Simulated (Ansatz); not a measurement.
## Structural energy differences of molybdenum

The calculation used DFT, RPBE, plane waves (420 eV) with PAW, scalar-relativistic (Ansatz 0.2.0). (PAW data from PBE, frozen cores regenerated.)

Each structure is relaxed within its own symmetry, so a high-lying one may be dynamically unstable.

```csv
structure,ΔE (meV/atom),V (Å³/atom),cell,magnetic state
bcc,0,16.03,a = 3.177 Å,spin not included
A15,94,16.25,a = 5.065 Å,spin not included
omega (AlB2-type),400,16.36,"a = 4.691 Å, c = 2.575 Å (c/a = 0.549)",spin not included
fcc,423,16.27,a = 4.022 Å,spin not included
dhcp,423,16.32,"a = 2.785 Å, c = 9.715 Å (c/a = 3.488)",spin not included
hcp,436,16.35,"a = 2.771 Å, c = 4.918 Å (c/a = 1.775)",spin not included
simple cubic,1142,17.94,a = 2.618 Å,spin not included
diamond,2180,23.50,a = 5.729 Å,spin not included
```

ΔE counts from bcc.

Differences under about 8 meV lie within the error of the k-point mesh.
